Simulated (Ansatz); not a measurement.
**Reading a calculation: PbS (zincblende structure)**

Method: PBE, scalar-relativistic; no spin polarisation; PAW, 420 eV, Γ-centred 10×10×10 mesh, 0.05 eV Gaussian smearing; code Ansatz. The datasets are Ansatz's generated set soft_2.

The start was a prototype's sites filled with these elements. The Crystallography Open Database lists the compound in space groups C2/m, Fm-3m (rock salt), so this is a trial structure.

The relaxed structure (symmetry read at 0.01 Å). It takes space group F-43m (No. 216, cubic). The conventional cell has a = 6.648 Å, b = 6.648 Å, c = 6.648 Å, α = 90.00°, β = 90.00°, γ = 90.00°. Pb (site symmetry -43m) has 4 S at 2.88 Å as nearest neighbours. S (site symmetry -43m) has 4 Pb at 2.88 Å as nearest neighbours. (Neighbours are counted to 15 % beyond the shortest distance.)

Results at this level of theory:

```
Volume                                                : 36.72 Å³/atom
Band gap                                              : 0.84 eV
Smallest direct gap                                   : 1.29 eV
Bader charges                                         : Pb 0.97; S -0.97 e
Formation energy from the elements (0 K, uncorrected) : -0.37 eV/atom
Bulk modulus (Birch–Murnaghan)                        : 35 GPa
Pressure derivative B0′                               : 4.2
Elastically stable                                    : no (eigenvalue of -4.8 GPa)
```

Q: What kind of gap is it?

A: It is indirect: 0.84 eV, against 1.29 eV for the smallest direct gap. Within 0.6 eV of the edges the projected states are 77 % S 3p at the top of the valence band and 84 % Pb 6p at the bottom of the conduction band. Spin–orbit coupling, left out here, shifts 6p levels by as much as this gap and could close it. Crossing the gap moves an electron from the anion's filled p shell to the metal's empty orbitals, as in polar semiconductors.

Q: How ionic is it?

A: Bader charges against formal ones: Pb +0.97 (+2), S −0.97 (−2). The cations give up 49 % of the formal charge; Bader charges stay under formal ones because the anions' density reaches into the cations' basins, the more so the higher the formal charge and the softer the anion.

Q: How stiff is it, in energy terms?

A: B0·V0 = 35.2 GPa × 36.72 Å³ = 8.07 eV/atom sets the scale: near the minimum ΔE ≈ ½ B0 V0 x², with x = V/V0 − 1, and a pressure of 0.4 GPa squeezes the volume by about 1 %. At the ends of the curve: x = −5.5 % predicts 12.2 meV/atom and the run gives 13.4; x = +10.0 % predicts 40.4 meV/atom and the run gives 34.2. The lopsidedness is anharmonic: atoms resist being pushed together more than being pulled apart.

Semilocal functionals underestimate band gaps, commonly by a third or more. Scalar-relativistic only: spin–orbit splittings of the heavy atoms' levels are missing.
